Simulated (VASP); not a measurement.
A run of VASP 6.6.1 is set up as follows.

Contents of INCAR:

```
SYSTEM = C
ALGO     = Normal         ! electronic algorithm
BPARAM   = 11.95        
CPARAM   = 0.0093       
EDIFF    = 1E-8           ! SCF threshold, eV
ENCUT    = 520            ! plane-wave cutoff, eV
IBRION   = 6              ! ionic algorithm
ISIF     = 2              ! what is computed and relaxed
ISMEAR   = -1             ! smearing method
IVDW_NL  = 2            
LASPH    = .True.         ! aspherical terms in the spheres
LCHARG   = .False.        ! write CHGCAR
LMIXTAU  = .True.       
LREAL    = .False.        ! projectors in reciprocal space
LUSE_VDW = .True.       
LWAVE    = .False.        ! write WAVECAR
METAGGA  = R2SCAN         ! meta-GGA
NELM     = 80             ! most SCF steps
NFREE    = 2            
NSW      = 1              ! ionic steps
POTIM    = 0.015          ! step
PREC     = Accurate       ! precision mode
SIGMA    = 0.05           ! smearing width, eV
```

Contents of KPOINTS:

```
k-points
0
Gamma
  18 18 1
  0 0 0
```

The input POSCAR:

```
C
1.0
    2.4553394814      0.0000000000      0.0000000000
   -1.2276697407      2.1263863658      0.0000000000
    0.0000000000      0.0000000000     17.3500000000
C
4
Direct
    0.0000000000      0.0000000000      0.4028536387
    0.3333333333      0.6666666667      0.4028380316
    0.0000000000      0.0000000000      0.5971463613
    0.6666666667      0.3333333333      0.5971619684
```

Potentials or basis: VASP PAW PBE potentials, release 64 (C).

Command:

```sh
$ cat potpaw_PBE.64/C/POTCAR > POTCAR
$ mpirun -np 1 vasp_std > vasp.out
```

Task: Predict the highest phonon frequency at Γ.

Result: 1592 cm⁻¹.

Phonon frequencies in cm⁻¹ (negative: imaginary):
```csv
q point,frequencies
"(0.000, 0.000, 0.000)",0 0 0 21 21 91 882 884 1590 1590 1592 1592
```
